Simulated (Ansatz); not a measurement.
# La (sc type): the cost of one run

Computed with Ansatz 0.2.0 (DFT PBE, with the methods named in each step, unless a step's input says otherwise).

1 further run of the same task is left out (it didn't finish). Runs told in other sessions of the task aren't counted.

## 1. The starting structure

The structure is cubic, space group Pm-3m (No. 221). Conventional cell: a = 3.429 Å, b = 3.429 Å, c = 3.429 Å, α = 90.00°, β = 90.00°, γ = 90.00°. La (site symmetry m-3m) is surrounded by 6 La at 3.43 Å.

As a file:

```xyz
1
Lattice="3.4288 0.0000 0.0000 0.0000 3.4288 0.0000 0.0000 0.0000 3.4288" Properties=species:S:1:pos:R:3 pbc="T T T"
La    0.0000    0.0000    0.0000
```

Whether this phase is the stable one at these pressures isn't tested.

## 2. Cell relaxed at zero pressure, PAW

File input.yaml:

```yaml
crystal:
  lattice:
    - [3.4288230172, 0.0, 0.0]
    - [0.0, 3.4288230172, 0.0]
    - [0.0, 0.0, 3.4288230172]
  atoms:
    - { symbol: La, position: [0.0, 0.0, 0.0] }
kpoints:
  mp_grid: { grid: [12, 12, 12] }
scf:
  occupations: { method: fermi_dirac, width: 0.08 }
hamiltonian:
  xc: pbe
  pseudopotentials: { kind: paw }
output:
  forces: true
  stress: true
relax:
  f_tol: 0.005
  max_steps: 40
  cell: {}
```

Command:

```sh
$ ansatz run input.yaml --threads 1 --pin off --max-ram 2048MiB --backend cpu --events-out ev --progress --plain --runs-dir out
```

What time and memory should one allow on 1 thread of Arm Neoverse V1, shared host?

About 10 s, with a peak of 0.33 GiB.
